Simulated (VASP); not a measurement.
Input of a VASP 6.6.1 run:

Contents of run.py:

```python
from ase.calculators.vasp import Vasp
from ase.dft.bandgap import bandgap
from ase.io import read

atoms = read('Hf.cif')
calc = Vasp(
    directory='calc',
    xc='pbesol',
    pp='PBE',
    setups='recommended',
    pp_version='54',
    prec='Accurate',
    encut=520,
    ediff=1e-06,
    ismear=0,
    sigma=0.1,
    lreal=False,
    lasph=True,
    nelm=80,
    algo='Fast',
    isif=2,
    lwave=False,
    lcharg=True,
    lelf=True,
    lvhar=True,
    kpts=[10, 10, 10],
    gamma=True,
    nbands=11,
)
atoms.calc = calc

print('energy (eV):', atoms.get_potential_energy())
print('free energy (eV):', atoms.get_potential_energy(force_consistent=True))
print('forces (eV/A):')
print(atoms.get_forces())
print('stress (eV/A^3, Voigt):', atoms.get_stress())
print('Fermi level (eV):', calc.get_fermi_level())
gap, top, bottom = bandgap(calc)
print('band gap (eV):', gap, 'from (spin, k, band)', top, 'to', bottom)
```

Contents of Hf.cif:

```cif
data_Hf
_cell_length_a 3.12635171
_cell_length_b 3.12635171
_cell_length_c 3.12635171
_cell_angle_alpha 109.47122063
_cell_angle_beta 109.47122063
_cell_angle_gamma 109.47122063
_space_group_name_H-M_alt 'P1'
_space_group_name_Hall 'P 1'
_space_group_IT_number 1
loop_
_space_group_symop_operation_xyz
'x,y,z'
loop_
_atom_site_label
_atom_site_type_symbol
_atom_site_symmetry_multiplicity
_atom_site_Wyckoff_symbol
_atom_site_fract_x
_atom_site_fract_y
_atom_site_fract_z
_atom_site_occupancy
Hf1 Hf 1 a 0.0000000000 0.0000000000 0.0000000000 1
```

Potentials or basis: VASP PAW PBE potentials, release 54 (Hf_pv).

Launch:

```bash
$ python run.py
```

Estimate the band gap on the k mesh.

none (metal or under the smearing width).

Estimate the pressure.

-9.4 GPa.

Caveat: the PAW data sets were made with another functional, which shifts forces and pressure a little. Spin-orbit coupling is left out, which matters for the levels of Hf.
